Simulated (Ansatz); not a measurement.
# MoS2 in Ansatz: reference runs

Aim: a first look at MoS2 with PBEsol, on the cell as given and on a disturbed one.

Program: Ansatz 0.2.0. These are calculated values, not measurements. Logs are shortened: lines on timing, memory, paths and dates and some standing lists are left out, and cuts for length are marked.

### Step 1. The slab as given

The cell holds a slab with vacuum, 3 atoms: a = 3.184 Å, b = 3.184 Å, c = 17.335 Å, α = 90.00°, β = 90.00°, γ = 120.00°.

### Step 2. Single point, PBEsol

input.yaml reads:

```yaml
crystal:
  lattice:
    - [3.1841260822, 0.0, 0.0]
    - [-1.5920630411, 2.757534076, 0.0]
    - [0.0, 0.0, 17.33459995]
  atoms:
    - { symbol: Mo, position: [0.0, 0.0, 0.0] }
    - { symbol: S, position: [0.3333333333, 0.6666666667, 0.91050702] }
    - { symbol: S, position: [0.3333333333, 0.6666666667, 0.08949298] }
kpoints:
  mp_grid: { grid: [10, 10, 2] }
scf:
  occupations: { method: fermi_dirac, width: 0.05 }
hamiltonian:
  xc: pbesol
  pseudopotentials: { kind: all_electron, lapw: { basis_error: 0.001 } }
output:
  forces: true
  stress: true
  eigenvalues: true
  populations: true
```

Potentials or basis: all-electron LAPW, scalar-relativistic.

Launch:

```sh
$ ansatz run input.yaml --threads 2 --pin off --max-ram 8192MiB --backend cpu --events-out ev --progress --plain --runs-dir out
```

The log of the run:

```text
Warning: RAYON_NUM_THREADS=2 ignored (pool sized by the plan → 2); use --threads N
Mo: projections on atomic orbitals take those of the free atom 1s2 2s2 2p6 3s2 3p6 3d10 4s2 4p6 4d5 5s1, of charge +0.00 (hamiltonian.pseudopotentials.projection_atoms)
S: projections on atomic orbitals take those of the free atom 1s2 2s2 2p6 3s2 3p4, of charge +0.00 (hamiltonian.pseudopotentials.projection_atoms)
LAPW: plane waves up to 8.292 Å⁻¹, error target 1.0e-3 eV per atom; small_component_spin mean_spin; S in spheres of 1.068 Å, 14 of its electrons in bands, Dirac shells []; Mo in spheres of 1.338 Å, 30 of its electrons in bands, Dirac shells [] (how accurate: hamiltonian.pseudopotentials.lapw.basis_error, Limitations)
Engine: ansatz 0.2.0, aarch64-unknown-linux-gnu
Pseudopotentials: kind: all_electron
Pseudopotential: Mo, LAPW, valence charge 30, lapw/all_electron/scalar/gaussian/Mo, Koelling and Harmon's equation, gaussian nucleus
Pseudopotential: S, LAPW, valence charge 14, lapw/all_electron/scalar/gaussian/S, Koelling and Harmon's equation, gaussian nucleus
Functional definition: PBEsol
  exchange = pbesol_x
  correlation = pbesol_c
Crystal: 3 atoms, lattice volume = 152.204 Å³
Basis set: ecut = 261.94664050188067 eV, 1479 PW (Γ), exchange–correlation at level 2
Bands: 35, of which v1, the nominal top of the filled ones, is band 29 counted from 1 (28 counted from 0)
Symmetry: 12 space group operations
Space group: P-6m2 (ITA 187), of the structure as read, at distance tolerance 5.3e-5 Å
k-points: 28 of 200 (time reversal used)
Non-local potential: Mo, projectors of the file, none
Non-local potential: S, projectors of the file, none
Initial density: superposition of atomic densities (neutral atoms: chi_scale 0, normalization atom)
Initial wavefunctions: plane waves of lowest kinetic energy (no species holds an atomic orbital)
Functional: x = pbesol(κ = 0.804, μ = 0.12345679012345678), c = pbesol(β = 0.046)
iter 1 solved again at ethr=5.20e-3 eV; its pass at ethr=1.00e-1 eV (dr2=3.01e0 eV) is discarded
SCF iter   1: F=—  HF=-131814.659967 eV  |F-HF|=—  |Δ(HF+E_count)|=         —  Δρ=3.80e-2  dr2=3.01e0  ethr=5.20e-3  ⟨swp⟩=2.1  Hψ=6279  notcnv=0
preconditioner: auto → Resta (q_TF=auto, 2.323 Å⁻¹)  ε∞=2.6  [insulator: Δε(μ)=1.886 eV  Ē_g=10.156 eV  σ=0.050 eV  W_gap=1.00  n_scr=30 (ndim 8)  ℏωp=12.8 eV  f_vac=0.642  D(μ)=0.00/eV (n_scr^D=0)  ε∞_Penn≈2.6  vacuum switching on, ρ_ref=7.5e-3 e/Å³]
SCF iter   2: F=—  HF=-131814.422539 eV  |F-HF|=—  |Δ(HF+E_count)|=   2.37e-1  Δρ=3.30e-2  dr2=6.17e0  ethr=5.19e-3  ⟨swp⟩=3.1  Hψ=3062  notcnv=0
iter 3 solved again at ethr=3.30e-4 eV; its pass at ethr=5.19e-3 eV (dr2=1.91e-1 eV) is discarded
SCF iter   3: F=—  HF=-131813.293119 eV  |F-HF|=—  |Δ(HF+E_count)|=    1.13e0  Δρ=1.09e-2  dr2=1.91e-1  ethr=3.30e-4  ⟨swp⟩=2.1  Hψ=4854  notcnv=0
SCF iter   4: F=—  HF=-131813.218962 eV  |F-HF|=—  |Δ(HF+E_count)|=         —  Δρ=2.33e-3  dr2=2.03e-2  ethr=3.28e-4  ⟨swp⟩=3.0  Hψ=3172  notcnv=0
the basis was enlarged: its passes take 921.2 KiB over the memory plan, 2 of 2 planned eigensolver slots
SCF iter   5: F=—  HF=-131813.215777 eV  |F-HF|=—  |Δ(HF+E_count)|=   3.19e-3  Δρ=9.01e-4  dr2=2.20e-3  ethr=3.49e-5  ⟨swp⟩=3.0  Hψ=3029  notcnv=0
SCF iter   6: F=—  HF=-131813.215748 eV  |F-HF|=—  |Δ(HF+E_count)|=   2.92e-5  Δρ=3.22e-4  dr2=2.97e-4  ethr=3.80e-6  ⟨swp⟩=2.1  Hψ=2754  notcnv=0
SCF iter   7: F=—  HF=-131813.215756 eV  |F-HF|=—  |Δ(HF+E_count)|=   7.79e-6  Δρ=3.54e-5  dr2=5.77e-6  ethr=5.11e-7  ⟨swp⟩=3.0  Hψ=2935  notcnv=0
SCF iter   8: F=—  HF=-131813.215759 eV  |F-HF|=—  |Δ(HF+E_count)|=   3.28e-6  Δρ=1.87e-5  dr2=1.44e-6  ethr=9.94e-9  ⟨swp⟩=3.0  Hψ=2991  notcnv=0
SCF iter   9: F=-131813.215759 eV  HF=-131813.215759 eV  |F-HF|=2.11e-8  |Δ(HF+E_count)|=   1.58e-7  Δρ=2.03e-6  dr2=9.62e-9  ethr=2.48e-9  ⟨swp⟩=3.0  Hψ=2916  notcnv=0
SCF 1 converged in 9 iterations: F = -131813.215759 eV  dr2 = 9.62e-9
SCF converged after 9 iterations
Free energy (F): -131813.215759 eV
Harris-Foulkes:  -131813.215759 eV  (|F-HF|=2.11e-8)
Internal energy: -131813.215759 eV  (E = F + TS)
E sigma→0 (E₀):  -131813.215759 eV
Fermi energy:    1.042346 eV
--- Per-component energies (eV) ---
  E_band       = -7457.819715
  E_kinetic    = 135888.361983
  E_xc         = -4672.382470
  E_electrostatic = -263029.195272  (all electrons and nuclei)
  E_smearing   = -0.000000  (= −TS)
  E_closure    = 0.000000  (closes the sum)
  E_atoms      = -131789.879735  (free atoms, spherical and without spin; not in F)
  Σ components = -131813.215759   (vs F -131813.215759, Δ=0.00e0)
  Basis errors (estimates in eV, not in F): energy 4.8e-4 per atom: plane waves 4.4e-4 (2.6e-4 summed), levels above the bands 5.8e-48, relativity 1.4e-8, radial functions 4.6e-5, core shells 2.9e-7; eigenvalues (radial functions only) 2.4e-6; not estimated: angular momenta, meshes, grids; target (lapw.basis_error) 1.0e-3; muffin-tin radii S 1.068 Å, Mo 1.338 Å
--- Forces (eV/Å), atoms counted from 1 ---
  atom   1  Mo    -0.00000000     0.00000000     0.00000000
  atom   2  S     -0.00000000    -0.00000000     0.14789103
  atom   3  S     -0.00000000    -0.00000000    -0.14789103
  max |Σ_I F_I| component: 3.70e-17 eV/Å
--- Stress (GPa, compression-positive) ---
       -1.479785       0.000000       0.000000
        0.000000      -1.479785       0.000000
        0.000000       0.000000      -0.482281
  P = ⅓ Tr σ = -1.1473 GPa (-11.473 kbar)
--- Band table (eV; the first three rows and the last of 28) ---
  k-point 0: bands = ["-375.2498", "-375.2307", "-375.2307", "-217.4130", "-217.4130", "-217.4001", "-217.3914", "-217.3914", "-204.6634", "-204.6634", "-149.7394", "-149.7394", "-149.7394", "-149.7394", "-149.6838", "-149.6838", "-60.6001", "-34.7714", "-34.5592", "-34.5592", "-13.9395", "-12.5808", "-5.4927", "-2.5122", "-2.5122", "-1.5668", "-1.3837", "-1.3837", "0.2010", "2.9279", "2.9279", "3.2215", "3.2215", "5.6249", "5.9819"]
  k-point 1: bands = ["-375.2498", "-375.2307", "-375.2307", "-217.4130", "-217.4130", "-217.4001", "-217.3914", "-217.3914", "-204.6634", "-204.6634", "-149.7394", "-149.7394", "-149.7394", "-149.7394", "-149.6838", "-149.6838", "-60.6001", "-34.7714", "-34.5592", "-34.5592", "-13.9395", "-12.5808", "-5.4927", "-2.5122", "-2.5122", "-1.5668", "-1.3837", "-1.3837", "0.2010", "2.9279", "2.9279", "3.2215", "3.2215", "5.7344", "5.7772"]
  k-point 2: bands = ["-375.2498", "-375.2307", "-375.2307", "-217.4130", "-217.4130", "-217.4001", "-217.3914", "-217.3914", "-204.6634", "-204.6634", "-149.7394", "-149.7394", "-149.7394", "-149.7394", "-149.6838", "-149.6838", "-60.5965", "-34.7642", "-34.5961", "-34.5676", "-13.7914", "-12.5217", "-5.3274", "-2.8315", "-2.3572", "-2.2361", "-1.6128", "-0.9416", "0.1150", "2.7528", "2.8451", "3.0540", "3.1846", "5.8848", "6.1739"]
  k-point 27: bands = ["-375.2498", "-375.2307", "-375.2307", "-217.4130", "-217.4130", "-217.4001", "-217.3914", "-217.3914", "-204.6634", "-204.6634", "-149.7394", "-149.7394", "-149.7394", "-149.7394", "-149.6838", "-149.6838", "-60.5582", "-34.8592", "-34.7752", "-34.6869", "-11.8284", "-11.7130", "-5.2176", "-4.7021", "-3.6871", "-3.3223", "-2.8066", "-1.8285", "0.0067", "1.9347", "3.2807", "3.5911", "4.9906", "7.2892", "7.9822"]
--- Löwdin populations: 3 sites ---
  site symbol       q [e]
     0     Mo     41.6678
     1      S     16.0642
     2      S     16.0642
  spilling = 0.002753 (of n_electrons = 74.000000)
```

It took 28 s on 2 threads of Arm Neoverse V2, shared host; peak memory 0.45 GiB.

Results:

| Property | Result |
| --- | --- |
| Free energy | -131813.2158 eV |
| Largest force | 0.148 eV/Å |
| Band gap on the k mesh | 1.73 eV, indirect (least direct gap 1.93 eV) |

Forces in eV/Å, atoms in the order of the input:
```
Mo   0.000  0.000  0.000
S    0.000  0.000  0.148
S    0.000  0.000 -0.148
```

Expect the measured gap to be larger: semilocal functionals such as PBEsol lack the derivative discontinuity.

### Step 3. Single point, PBEsol (atoms moved at random, drawn with an rms of 0.05 Å)

input.yaml: that of step 2 with these lines changed.

```diff
@@ -6,5 +6,5 @@
   atoms:
-    - { symbol: Mo, position: [0.0, 0.0, 0.0] }
-    - { symbol: S, position: [0.3333333333, 0.6666666667, 0.91050702] }
-    - { symbol: S, position: [0.3333333333, 0.6666666667, 0.08949298] }
+    - { symbol: Mo, position: [0.002899, -0.01384, -0.000474] }
+    - { symbol: S, position: [0.331386, 0.661075, 0.910555] }
+    - { symbol: S, position: [0.321736, 0.655181, 0.089526] }
 kpoints:
```

Potentials or basis: all-electron LAPW, scalar-relativistic.

Launch:

```sh
$ ansatz run input.yaml --threads 2 --pin off --max-ram 8192MiB --backend cpu --events-out ev --progress --plain --runs-dir out
```

The log of the run:

```text
Warning: RAYON_NUM_THREADS=2 ignored (pool sized by the plan → 2); use --threads N
Mo: projections on atomic orbitals take those of the free atom 1s2 2s2 2p6 3s2 3p6 3d10 4s2 4p6 4d5 5s1, of charge +0.00 (hamiltonian.pseudopotentials.projection_atoms)
S: projections on atomic orbitals take those of the free atom 1s2 2s2 2p6 3s2 3p4, of charge +0.00 (hamiltonian.pseudopotentials.projection_atoms)
LAPW: plane waves up to 8.421 Å⁻¹, error target 1.0e-3 eV per atom; small_component_spin mean_spin; S in spheres of 1.054 Å, 14 of its electrons in bands, Dirac shells []; Mo in spheres of 1.318 Å, 30 of its electrons in bands, Dirac shells [] (how accurate: hamiltonian.pseudopotentials.lapw.basis_error, Limitations)
[... 7 set-up lines as earlier in the session ...]
Crystal: 3 atoms, lattice volume = 152.204 Å³
Basis set: ecut = 270.19170555028984 eV, 1589 PW (Γ), exchange–correlation at level 2
Bands: 35, of which v1, the nominal top of the filled ones, is band 29 counted from 1 (28 counted from 0)
Symmetry: 1 space group operations
Space group: P1 (ITA 1), of the structure as read, at distance tolerance 5.3e-5 Å
k-points: 104 of 200 (time reversal used)
[... 5 set-up lines as earlier in the session ...]
iter 1 solved again at ethr=5.46e-3 eV; its pass at ethr=1.00e-1 eV (dr2=3.17e0 eV) is discarded
SCF iter   1: F=—  HF=-131814.639092 eV  |F-HF|=—  |Δ(HF+E_count)|=         —  Δρ=3.89e-2  dr2=3.17e0  ethr=5.46e-3  ⟨swp⟩=2.1  Hψ=23328  notcnv=0
preconditioner: auto → Resta (q_TF=auto, 2.323 Å⁻¹)  ε∞=2.6  [insulator: Δε(μ)=1.825 eV  Ē_g=10.155 eV  σ=0.050 eV  W_gap=1.00  n_scr=30 (ndim 8)  ℏωp=12.8 eV  f_vac=0.643  D(μ)=0.00/eV (n_scr^D=0)  ε∞_Penn≈2.6  vacuum switching on, ρ_ref=7.5e-3 e/Å³]
SCF iter   2: F=—  HF=-131814.360251 eV  |F-HF|=—  |Δ(HF+E_count)|=   2.79e-1  Δρ=3.27e-2  dr2=6.04e0  ethr=5.46e-3  ⟨swp⟩=3.1  Hψ=11356  notcnv=0
iter 3 solved again at ethr=3.45e-4 eV; its pass at ethr=5.46e-3 eV (dr2=2.00e-1 eV) is discarded
SCF iter   3: F=—  HF=-131813.272783 eV  |F-HF|=—  |Δ(HF+E_count)|=    1.09e0  Δρ=1.12e-2  dr2=1.99e-1  ethr=3.45e-4  ⟨swp⟩=2.1  Hψ=18007  notcnv=0
SCF iter   4: F=—  HF=-131813.199084 eV  |F-HF|=—  |Δ(HF+E_count)|=         —  Δρ=2.42e-3  dr2=2.61e-2  ethr=3.43e-4  ⟨swp⟩=3.0  Hψ=11811  notcnv=0
the basis was enlarged: its passes take 226.1 KiB over the memory plan, 2 of 2 planned eigensolver slots
SCF iter   5: F=—  HF=-131813.199684 eV  |F-HF|=—  |Δ(HF+E_count)|=   6.00e-4  Δρ=1.66e-3  dr2=4.03e-2  ethr=4.50e-5  ⟨swp⟩=3.0  Hψ=11633  notcnv=0
SCF iter   6: F=—  HF=-131813.195548 eV  |F-HF|=—  |Δ(HF+E_count)|=   4.14e-3  Δρ=7.75e-4  dr2=1.91e-3  ethr=4.50e-5  ⟨swp⟩=3.0  Hψ=11192  notcnv=0
SCF iter   7: F=—  HF=-131813.195486 eV  |F-HF|=—  |Δ(HF+E_count)|=   6.21e-5  Δρ=1.66e-4  dr2=9.75e-5  ethr=3.29e-6  ⟨swp⟩=2.2  Hψ=10245  notcnv=0
SCF iter   8: F=—  HF=-131813.195511 eV  |F-HF|=—  |Δ(HF+E_count)|=   2.46e-5  Δρ=5.09e-5  dr2=7.00e-6  ethr=1.68e-7  ⟨swp⟩=3.0  Hψ=10957  notcnv=0
SCF iter   9: F=—  HF=-131813.195514 eV  |F-HF|=—  |Δ(HF+E_count)|=   2.98e-6  Δρ=9.83e-6  dr2=2.78e-7  ethr=1.21e-8  ⟨swp⟩=3.0  Hψ=10935  notcnv=0
SCF iter  10: F=-131813.195514 eV  HF=-131813.195514 eV  |F-HF|=2.90e-8  |Δ(HF+E_count)|=   1.99e-7  Δρ=3.04e-6  dr2=2.86e-8  ethr=4.79e-10  ⟨swp⟩=3.0  Hψ=10998  notcnv=0
SCF 1 converged in 10 iterations: F = -131813.195514 eV  dr2 = 2.86e-8
SCF converged after 10 iterations
Free energy (F): -131813.195514 eV
Harris-Foulkes:  -131813.195514 eV  (|F-HF|=2.90e-8)
Internal energy: -131813.195514 eV  (E = F + TS)
E sigma→0 (E₀):  -131813.195514 eV
Fermi energy:    1.043028 eV
--- Per-component energies (eV) ---
  E_band       = -7457.755514
  E_kinetic    = 135888.485542
  E_xc         = -4672.400056
  E_electrostatic = -263029.281000  (all electrons and nuclei)
  E_smearing   = -0.000000  (= −TS)
  E_closure    = 0.000000  (closes the sum)
  E_atoms      = -131789.879735  (free atoms, spherical and without spin; not in F)
  Σ components = -131813.195514   (vs F -131813.195514, Δ=0.00e0)
  Basis errors (estimates in eV, not in F): energy 4.8e-4 per atom: plane waves 4.4e-4 (2.6e-4 summed), levels above the bands 4.7e-48, relativity 9.0e-9, radial functions 4.3e-5, core shells 4.5e-7; eigenvalues (radial functions only) 1.9e-6; not estimated: angular momenta, meshes, grids; target (lapw.basis_error) 1.0e-3; muffin-tin radii S 1.054 Å, Mo 1.318 Å
--- Forces (eV/Å), atoms counted from 1 ---
  atom   1  Mo    -0.78348822     0.30135120     0.25637557
  atom   2  S      0.30384457    -0.22041217    -0.00609257
  atom   3  S      0.47964171    -0.08093819    -0.25029746
  max |Σ_I F_I| component: 1.45e-5 eV/Å
--- Stress (GPa, compression-positive) ---
       -1.346748      -0.247564       0.294402
       -0.247564      -1.538095       0.224909
        0.294402       0.224909      -0.400169
  P = ⅓ Tr σ = -1.0950 GPa (-10.950 kbar)
--- Band table (eV; the first three rows and the last of 104) ---
  k-point 0: bands = ["-375.2468", "-375.2296", "-375.2256", "-217.4115", "-217.4083", "-217.3973", "-217.3898", "-217.3866", "-204.6672", "-204.6585", "-149.7438", "-149.7427", "-149.7349", "-149.7340", "-149.6883", "-149.6778", "-60.5987", "-34.7719", "-34.5640", "-34.5520", "-13.9400", "-12.5807", "-5.4936", "-2.5568", "-2.4675", "-1.6331", "-1.5004", "-1.1933", "0.2015", "2.7065", "3.1105", "3.1521", "3.3143", "5.6265", "5.9818"]
  k-point 1: bands = ["-375.2468", "-375.2296", "-375.2256", "-217.4115", "-217.4083", "-217.3973", "-217.3898", "-217.3866", "-204.6672", "-204.6585", "-149.7438", "-149.7427", "-149.7349", "-149.7340", "-149.6883", "-149.6778", "-60.5987", "-34.7719", "-34.5640", "-34.5520", "-13.9400", "-12.5807", "-5.4936", "-2.5568", "-2.4675", "-1.6331", "-1.5003", "-1.1933", "0.2015", "2.7065", "3.1105", "3.1521", "3.3143", "5.7365", "5.7780"]
  k-point 2: bands = ["-375.2468", "-375.2296", "-375.2256", "-217.4115", "-217.4083", "-217.3973", "-217.3898", "-217.3866", "-204.6672", "-204.6585", "-149.7438", "-149.7427", "-149.7349", "-149.7340", "-149.6883", "-149.6778", "-60.5951", "-34.7646", "-34.5942", "-34.5671", "-13.7925", "-12.5206", "-5.3294", "-2.8497", "-2.3427", "-2.2298", "-1.6507", "-0.9048", "0.1209", "2.6256", "2.8361", "3.0488", "3.3165", "5.8850", "6.1734"]
  k-point 103: bands = ["-375.2468", "-375.2296", "-375.2256", "-217.4115", "-217.4083", "-217.3973", "-217.3898", "-217.3866", "-204.6672", "-204.6585", "-149.7438", "-149.7427", "-149.7349", "-149.7340", "-149.6883", "-149.6778", "-60.5606", "-34.9441", "-34.6942", "-34.6397", "-12.0220", "-11.8985", "-5.6809", "-4.5805", "-3.8767", "-2.9709", "-1.7427", "-0.8058", "-0.5555", "2.3548", "2.9119", "4.1618", "4.4876", "6.3108", "7.9681"]
--- Löwdin populations: 3 sites ---
  site symbol       q [e]
     0     Mo     41.6684
     1      S     16.0615
     2      S     16.0662
  spilling = 0.002756 (of n_electrons = 74.000000)
```

populations.tsv:

```text
# site	symbol	l	j	q
# orbitals = lowdin
# n_electrons = 74.000000
# spilling = 0.002756
# projection_atom_Mo: 1s2 2s2 2p6 3s2 3p6 3d10 4s2 4p6 4d5 5s1
# projection_atom_S: 1s2 2s2 2p6 3s2 3p4
0	Mo	0_1S	-	1.999998
0	Mo	0_2S	-	1.999899
0	Mo	0_3S	-	1.998170
0	Mo	0_4S	-	1.963564
0	Mo	0_5S	-	0.528271
0	Mo	1_2P	-	5.999999
0	Mo	1_3P	-	5.999966
0	Mo	1_4P	-	5.994609
0	Mo	2_3D	-	9.999974
0	Mo	2_4D	-	5.183974
1	S	0_1S	-	1.999910
1	S	0_2S	-	1.993971
1	S	0_3S	-	1.775533
1	S	1_2P	-	5.999304
1	S	1_3P	-	4.292738
2	S	0_1S	-	1.999912
2	S	0_2S	-	1.994144
2	S	0_3S	-	1.780395
2	S	1_2P	-	5.999324
2	S	1_3P	-	4.292392
```

It took 1.8 min on 2 threads of Arm Neoverse V2, shared host; peak memory 0.88 GiB.

What came out:

| Property | Result |
| --- | --- |
| Free energy | -131813.1955 eV |
| Largest force | 0.878 eV/Å |
| Band gap on the k mesh | 1.72 eV, indirect (least direct gap 1.91 eV) |

Forces in eV/Å, atoms in the order of the input:
```
Mo  -0.783  0.301  0.256
S    0.304 -0.220 -0.006
S    0.480 -0.081 -0.250
```

Stress tensor (GPa, compression positive):
```
-1.35 -0.25  0.29
-0.25 -1.54  0.22
 0.29  0.22 -0.40
```

Levels at points of the mesh, in eV from the valence-band top:
| k point | band 25 | band 26 | band 27 | band 28 | band 29 | band 30 | band 31 | band 32 | band 33 | band 34 |
| --- | --- | --- | --- | --- | --- | --- | --- | --- | --- | --- |
| (0.00, 0.00, 0.00) | -2.67 | -1.83 | -1.70 | -1.39 | 0.00 | 2.50 | 2.91 | 2.95 | 3.11 | 5.42 |
| (0.00, 0.00, -0.50) | -2.67 | -1.83 | -1.70 | -1.39 | 0.00 | 2.50 | 2.91 | 2.95 | 3.11 | 5.53 |
| (0.00, -0.50, 0.00) | -4.15 | -3.27 | -1.84 | -1.09 | -0.60 | 2.20 | 2.72 | 3.71 | 4.40 | 6.03 |
| (0.00, -0.50, -0.50) | -4.15 | -3.27 | -1.84 | -1.09 | -0.60 | 2.20 | 2.72 | 3.71 | 4.40 | 6.03 |
| (-0.50, 0.00, 0.00) | -4.17 | -3.30 | -1.81 | -1.08 | -0.59 | 2.21 | 2.72 | 3.69 | 4.39 | 6.01 |
| (-0.50, 0.00, -0.50) | -4.17 | -3.30 | -1.81 | -1.08 | -0.59 | 2.21 | 2.72 | 3.69 | 4.39 | 6.01 |
| (-0.50, -0.50, 0.00) | -4.08 | -3.17 | -1.94 | -1.01 | -0.76 | 2.15 | 2.71 | 3.96 | 4.29 | 6.11 |
| (-0.50, -0.50, -0.50) | -4.08 | -3.17 | -1.94 | -1.01 | -0.76 | 2.15 | 2.71 | 3.96 | 4.29 | 6.11 |
